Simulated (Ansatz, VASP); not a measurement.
Two plane-wave programs on BP

The input INCAR:

```
  ALGO = Normal
  EDIFF = 1E-6
  EDIFFG = -0.01
  ENCUT = 600
  GGA = RP
  IBRION = 2
  ISIF = 3
  ISMEAR = 1
  LASPH = True
  LCHARG = False
  LREAL = False
  LWAVE = False
  NELM = 80
  NSW = 80
  PREC = Accurate
  SIGMA = 0.02
```

File KPOINTS:

```
k-points
0
Gamma
  8 8 8
```

Contents of POSCAR:

```
BP
1.0
    0.0000000000      2.2690000000      2.2690000000
    2.2690000000      0.0000000000      2.2690000000
    2.2690000000      2.2690000000      0.0000000000
B P
1 1
Direct
    0.0000000000      0.0000000000      0.0000000000
    0.2500000000      0.2500000000      0.2500000000
```

Input for Ansatz:

```yaml
crystal:
  lattice:
    - [0.0, 2.269, 2.269]
    - [2.269, 0.0, 2.269]
    - [2.269, 2.269, 0.0]
  atoms:
    - { symbol: B, position: [0.0, 0.0, 0.0] }
    - { symbol: P, position: [0.25, 0.25, 0.25] }
basis:
  ecutwfc: 510.0
kpoints:
  mp_grid:
    grid: [8, 8, 8]
hamiltonian:
  xc: rpbe
  dispersion: none
scf:
  occupations:
    method: methfessel_paxton
    width: 0.02
relax:
  f_tol: 0.01
  cell: {}
```

Alike in both runs: task relaxation of cell and atoms; functional RPBE; k mesh 8 × 8 × 8; occupations methfessel-paxton of order 1, width 0.02 eV; no spin polarisation.

```csv
,VASP,Ansatz
version,VASP 6.6.1,Ansatz 0.2.0
potentials or method,"VASP PAW PBE potentials, release 64 (B, P)","plane waves, PAW"
plane-wave cutoff (eV),600,510
valence electrons in the cell,8,8
```

Ansatz gave:

| Property | Result |
| --- | --- |
| relaxed volume (Å³/atom) | 11.97 |
| relaxed cell length with the largest relative difference (Å) | 3.235 |
| energy change over the relaxation (meV/atom) | -4 |

Question: Which values does VASP return?

Answer: Relaxed volume (Å³/atom): 11.94; relaxed cell length with the largest relative difference (Å): 3.232; energy change over the relaxation (meV/atom): -3.

Caveats: the PAW data sets were made with another functional, which shifts forces and pressure a little (VASP). A k mesh can miss the band edges. RPBE and its kin give volumes clearly too large for solids.
